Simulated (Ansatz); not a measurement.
TiSe₂: stiffness from a series of strains

```xyz
3
Lattice="3.5360 0.0000 0.0000 -1.7680 3.0623 0.0000 0.0000 0.0000 6.0040" Properties=species:S:1:pos:R:3 pbc="T T T"
Ti    0.0000    0.0000    0.0000
Se    0.0000    2.0415    1.5322
Se    1.7680    1.0208    4.4718
```

Atoms are numbered in the order listed.

The cell is COD entry 1548816, which may be a prediction rather than a measurement; nothing was relaxed.

Theory: DFT, PBEsol, all-electron LAPW, scalar-relativistic in Ansatz 0.2.0.

Settings: a Γ-centred 12×12×6 k mesh, Fermi–Dirac smearing of 0.03 eV, basis error target 1 meV/atom, no spin polarisation.

The strain is applied along the Cartesian axes of the cell as listed (the other components stay zero). Fractional coordinates are held (clamped ions).

σ is the change of stress from the unstrained cell, which is at -2.28 GPa; tension is positive, so slopes are stress–strain coefficients at that pressure. In a metal the k mesh adds noise.

Only quantities that a quadratic follows smoothly over the whole series are listed; rougher ones are left out.

```
εxx = εyy  σzz (GPa)  σxx (GPa)
  -0.0300      -4.21      -5.94
  -0.0200      -2.63      -3.80
  -0.0100      -1.23      -1.83
   0.0000       0.00       0.00
   0.0100       1.06       1.69
   0.0300       2.84       4.66
```

Question: Fit the series and read off the stiffness at zero strain.

Answer: Least-squares fits y = p0 + p1 x + p2 x² to the rows give σzz (GPa): p1 = 117, p2 = -750; σxx (GPa): p1 = 176, p2 = -710. So C13 + C23 = 117 GPa and C11 + C12 = 176 GPa, for these axes.

Question: One run, at εxx = εyy = 0.0200, is withheld. Predict its row.

Answer: The fits give 2.04, 3.25; the run gave 2.00, 3.25.
